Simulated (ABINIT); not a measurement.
# TePb (Pm-3m) in ABINIT: a series of runs, part 2 of 2

ABINIT 10.8.3 (patched build).

**4. Band structure, RPBE, spin-orbit coupling, no magnetisation**

Contents of run.abi:

```
# Datasets: ground state, then fixed potential
ndtset 2

# Pseudopotentials
pp_dirpath "./"
pseudos "Pb.GGA_PBE-JTH.xml, Te.GGA_PBE-JTH.xml"

# Structure
acell 3*1.0
rprim
     7.5632263022     0.0000000000     0.0000000000
     0.0000000000     7.5632263022     0.0000000000
     0.0000000000     0.0000000000     7.5632263022
ntypat 2
znucl 82 52
natom 2
typat 1 2
xred
     0.0000000000     0.0000000000     0.0000000000
     0.5000000000     0.5000000000     0.5000000000

# Plane-wave basis
ecut 22.0
pawecutdg 44.0

# Exchange and correlation
ixc 15

# Bands and occupations
occopt 3
tsmear 0.00183747

# Spin
nspinor 2
nspden 1
pawspnorb 1

# SCF cycle
nstep 100

# Output
iomode 3
prtwf 0
prteig 0
prtebands 0
prtden1 1
prtvha1 1
prtvclmb1 1
prtpot1 1

# Dataset 1
kptopt1 4
ngkpt1 7 7 7
nshiftk1 1
shiftk1 0.0 0.0 0.0
nband1 28
tolvrs1 1.0e-9

# Dataset 2: bands along G-X-M-G-R-X
iscf2 -2
getden2 1
nband2 40
nbdbuf2 8
tolwfr2 1.0e-11
kptopt2 -5
ndivsm2 5
prteig2 1
prtvol2 -3
kptbounds2
     0.0000000000     0.0000000000     0.0000000000
     0.0000000000     0.5000000000     0.0000000000
     0.5000000000     0.5000000000     0.0000000000
     0.0000000000     0.0000000000     0.0000000000
     0.5000000000     0.5000000000     0.5000000000
     0.0000000000     0.5000000000     0.0000000000
```

Potentials or basis: JTH PAW PBE v2.0.

On the command line:

```console
$ abinit run.abi > log 2>&1
```

run.abo:

```text
.Version 10.8.3 of ABINIT
 DATASET    1 : space group P4 3 2 (#207); Bravais cP (primitive cubic)
================================================================================
 Values of the parameters that define the memory need for DATASET  1.
     intxc =       0    ionmov =       0      iscf =      17    lmnmax =      18
     lnmax =       6     mgfft =      32  mpssoang =       3    mqgrid =    3001
     natom =       2  nloc_mem =       2    nspden =       1   nspinor =       2
    nsppol =       1      nsym =      24    n1xccc =       1    ntypat =       2
    occopt =       3   xclevel =       2
       mpw =        2164          nfft =       32768          nkpt =          21
 PAW method is used; the additional fine FFT grid is defined by:
   mgfftf=        48    nfftf =    110592
================================================================================
[... 1024 lines left out ...]
  -0.59907   -0.59907   -0.41367   -0.41367   -0.34171   -0.34171   -0.05197   -0.05197
  -0.02479   -0.02479   -0.01700   -0.01700   -0.01089   -0.01089    0.05871    0.05871
   0.09416    0.09416    0.18394    0.18394    0.24731    0.24731    0.41224    0.41224
   0.42677    0.42677    0.43906    0.43907    0.45129    0.45135    0.45188    0.45312

== END DATASET(S) ==============================================================
================================================================================

 -outvars: echo values of variables after computation  --------
            acell      1.0000000000E+00  1.0000000000E+00  1.0000000000E+00 Bohr
           etotal1    -6.9465247619E+01
            fcart1    -0.0000000000E+00 -0.0000000000E+00 -0.0000000000E+00
                      -0.0000000000E+00 -0.0000000000E+00 -0.0000000000E+00
            rprim      7.5632263022E+00  0.0000000000E+00  0.0000000000E+00
                       0.0000000000E+00  7.5632263022E+00  0.0000000000E+00
                       0.0000000000E+00  0.0000000000E+00  7.5632263022E+00
           strten1    -4.4327239460E-05 -4.4327239460E-05 -4.4327239460E-05
                       0.0000000000E+00  0.0000000000E+00  0.0000000000E+00
           xangst      0.0000000000E+00  0.0000000000E+00  0.0000000000E+00
                       2.0011434987E+00  2.0011434987E+00  2.0011434987E+00
             xred      0.0000000000E+00  0.0000000000E+00  0.0000000000E+00
                       5.0000000000E-01  5.0000000000E-01  5.0000000000E-01
 Calculation completed.
```

Run time: 4 min. Hardware: 1 thread of Arm Neoverse V1, shared host; peak memory 0.2 GiB.

What came out:

```
Free energy                                           : -1890.2457 eV
Pressure                                              : 1.3 GPa
Band gap on the k mesh                                : none (metal or under the smearing width)
Valence electrons inside the program's atomic spheres : Pb 11.32; Te 3.09
```

Levels at the corners of the path, in eV from the Fermi level:
| point | band 18 | band 19 | band 20 | band 21 | band 22 | band 23 |
| --- | --- | --- | --- | --- | --- | --- |
| Γ | -1.18 | -1.18 | -1.18 | 3.69 | 3.69 | 4.17 |
| X | -0.20 | 0.01 | 0.01 | 0.18 | 0.18 | 2.07 |
| M | -4.32 | 0.21 | 0.21 | 2.78 | 2.78 | 4.12 |
| Γ | -1.18 | -1.18 | -1.18 | 3.69 | 3.69 | 4.17 |
| R | -2.23 | -2.23 | -2.23 | -1.77 | -1.77 | -0.52 |
| X | -0.20 | 0.01 | 0.01 | 0.18 | 0.18 | 2.07 |

Caveat: the PAW data sets were made with another functional, which shifts forces and pressure a little.

**5. Equation of state, HCTH407**

Contents of run.abi:

```
# Datasets: one volume each
ndtset 7
getwfk -1
scalecart1 3*0.9795861087
scalecart2 3*0.9864848297
scalecart3 3*0.9932883884
scalecart4 3*1.0000000000
scalecart5 3*1.0066227096
scalecart6 3*1.0131594038
scalecart7 3*1.0196128224

# Pseudopotentials
pp_dirpath "./"
pseudos "Pb.GGA_PBE-JTH.xml, Te.GGA_PBE-JTH.xml"

# Structure
acell 3*1.0
rprim
     7.5632263022     0.0000000000     0.0000000000
     0.0000000000     7.5632263022     0.0000000000
     0.0000000000     0.0000000000     7.5632263022
ntypat 2
znucl 82 52
natom 2
typat 1 2
xred
     0.0000000000     0.0000000000     0.0000000000
     0.5000000000     0.5000000000     0.5000000000

# Plane-wave basis
ecut 22.0
pawecutdg 44.0

# k points
kptopt 1
ngkpt 7 7 7
nshiftk 1
shiftk 0.0 0.0 0.0

# Exchange and correlation
ixc 27

# Bands and occupations
nband 14
occopt 3
tsmear 0.05 eV

# SCF cycle
nstep 100
tolvrs 1.0e-9

# Output
iomode 3
prtwf 1
prtden 0
prteig 0
prtebands 0
enunit 1
```

On the command line:

```console
$ abinit run.abi > log 2>&1
```

Run time: 2.8 min. Hardware: 1 thread of Arm Neoverse V1, shared host; peak memory 0.16 GiB.

The run converged. Its results:

* Equilibrium volume: 34.36 Å³/atom (rough: see the caveat)
* Bulk modulus: 32 GPa (rough)

Energy against volume, from the lowest point:
```
volume (Å³/atom)  energy (meV/atom)
          30.132              63.36
          30.773              43.94
          31.414              28.49
          32.055              16.71
          32.696               8.22
          33.337               2.74
          33.978               0.00
```

Caveat: pressures at fixed basis lie under the slope of the energies; the minimum lies outside the volumes run; the PAW data sets were made with another functional, which shifts forces and pressure a little. The run has no spin-orbit coupling, so splittings on Pb, Te are missing.

**6. Equation of state, LDA**

Contents of run.abi:

```
# Datasets: one volume each
ndtset 7
getwfk -1
scalecart1 3*0.9795861087
scalecart2 3*0.9864848297
scalecart3 3*0.9932883884
scalecart4 3*1.0000000000
scalecart5 3*1.0066227096
scalecart6 3*1.0131594038
scalecart7 3*1.0196128224

# Pseudopotentials
pp_dirpath "./"
pseudos "Pb.LDA_PW-JTH_sp.xml, Te.LDA_PW-JTH.xml"

# Structure
acell 7.5632263022 7.5632263022 7.5632263022
rprim
     1.0000000000     0.0000000000     0.0000000000
     0.0000000000     1.0000000000     0.0000000000
     0.0000000000     0.0000000000     1.0000000000
ntypat 2
znucl 82 52
natom 2
typat 1 2
xred
     0.0000000000     0.0000000000     0.0000000000
     0.5000000000     0.5000000000     0.5000000000

# Plane-wave basis
ecut 15.0
pawecutdg 30.0

# k points
kptopt 1
ngkpt 7 7 7
nshiftk 1
shiftk 0.0 0.0 0.0

# Exchange and correlation
ixc 7

# Bands and occupations
nband 9
occopt 3
tsmear 0.00183747

# SCF cycle
nstep 100
tolvrs 1.0e-9

# Output
iomode 3
prtwf 1
prtden 0
prteig 0
prtebands 0
enunit 1
```

Potentials or basis: JTH PAW LDA v2.0 sp.

On the command line:

```console
$ abinit run.abi > log 2>&1
```

run.abo:

```text
.Version 10.8.3 of ABINIT
 DATASET    1 : space group Pm -3 m (#221); Bravais cP (primitive cubic)
================================================================================
 Values of the parameters that define the memory need for DATASET  1.
     intxc =       0    ionmov =       0      iscf =      17    lmnmax =      13
     lnmax =       5     mgfft =      27  mpssoang =       3    mqgrid =    3001
     natom =       2  nloc_mem =       2    nspden =       1   nspinor =       1
    nsppol =       1      nsym =      48    n1xccc =       1    ntypat =       2
    occopt =       3   xclevel =       1
       mpw =        1145          nfft =       19683          nkpt =          20
 PAW method is used; the additional fine FFT grid is defined by:
   mgfftf=        40    nfftf =     64000
================================================================================
================================================================================
[... 71 lines left out ...]
 DATASET    7 : space group Pm -3 m (#221); Bravais cP (primitive cubic)
================================================================================
[... 1451 lines left out ...]
            fcart5    -0.0000000000E+00 -0.0000000000E+00 -0.0000000000E+00
                      -0.0000000000E+00 -0.0000000000E+00 -0.0000000000E+00
[... 38 lines left out ...]
                       0.0000000000E+00  0.0000000000E+00  0.0000000000E+00
           xangst1     0.0000000000E+00  0.0000000000E+00  0.0000000000E+00
                       1.9602923728E+00  1.9602923728E+00  1.9602923728E+00
           xangst2     0.0000000000E+00  0.0000000000E+00  0.0000000000E+00
                       1.9740977035E+00  1.9740977035E+00  1.9740977035E+00
           xangst3     0.0000000000E+00  0.0000000000E+00  0.0000000000E+00
                       1.9877126007E+00  1.9877126007E+00  1.9877126007E+00
           xangst4     0.0000000000E+00  0.0000000000E+00  0.0000000000E+00
                       2.0011434987E+00  2.0011434987E+00  2.0011434987E+00
           xangst5     0.0000000000E+00  0.0000000000E+00  0.0000000000E+00
                       2.0143964909E+00  2.0143964909E+00  2.0143964909E+00
           xangst6     0.0000000000E+00  0.0000000000E+00  0.0000000000E+00
                       2.0274773540E+00  2.0274773540E+00  2.0274773540E+00
           xangst7     0.0000000000E+00  0.0000000000E+00  0.0000000000E+00
                       2.0403915707E+00  2.0403915707E+00  2.0403915707E+00
             xred      0.0000000000E+00  0.0000000000E+00  0.0000000000E+00
                       5.0000000000E-01  5.0000000000E-01  5.0000000000E-01
 Calculation completed.
```

Wall time 34 s (1 thread of Arm Neoverse V1, shared host); peak memory 0.12 GiB.

What came out:

```yaml
Equilibrium_volume: "29.15 Å³/atom (rough: see the caveat)"
Bulk_modulus: 51 GPa (rough)
```

Energy against volume, from the lowest point:
| volume (Å³/atom) | energy (meV/atom) |
| --- | --- |
| 30.132 | 0.00 |
| 30.773 | 8.17 |
| 31.414 | 19.73 |
| 32.055 | 34.31 |
| 32.696 | 51.58 |
| 33.337 | 71.28 |
| 33.978 | 93.11 |

Caveat: pressures at fixed basis lie under the slope of the energies; the minimum lies outside the volumes run; this set keeps more shells in the core, which shifts pressures and gaps.

**7. Overview**

```csv
task,level,potentials or basis,spin,cutoff (eV),fine-grid cutoff,gap on the mesh (eV),pressure (GPa)
band structure,BP86,JTH PAW PBE v2.0,off,599,1197.3 eV,none,0.5
band structure,PBEsol,JTH PAW PBE v2.0 sp,off,408,816.342 eV,none,-2.7
band structure,RPBE,JTH PAW PBE v2.0,"SOC, no magnetisation",599,1197.3 eV,none,1.3
equation of state,HCTH407,JTH PAW PBE v2.0,off,599,1197.3 eV,-,-
equation of state,LDA,JTH PAW LDA v2.0 sp,off,408,816.342 eV,-,-
```

Alike in all rows: cell as given; k mesh 7 × 7 × 7; smearing fermi-dirac 0.05 eV.

Caveats: the PAW data sets were made with another functional, which shifts forces and pressure a little (some runs); spin-orbit coupling is left out, which moves the levels of the heavy elements (some runs); this set keeps more shells in the core, which shifts pressures and gaps (some runs); pressures at fixed basis lie under the slope of the energies (some runs); the minimum lies outside the volumes run (some runs).

Absolute energies hang on the potentials; compare differences alone.
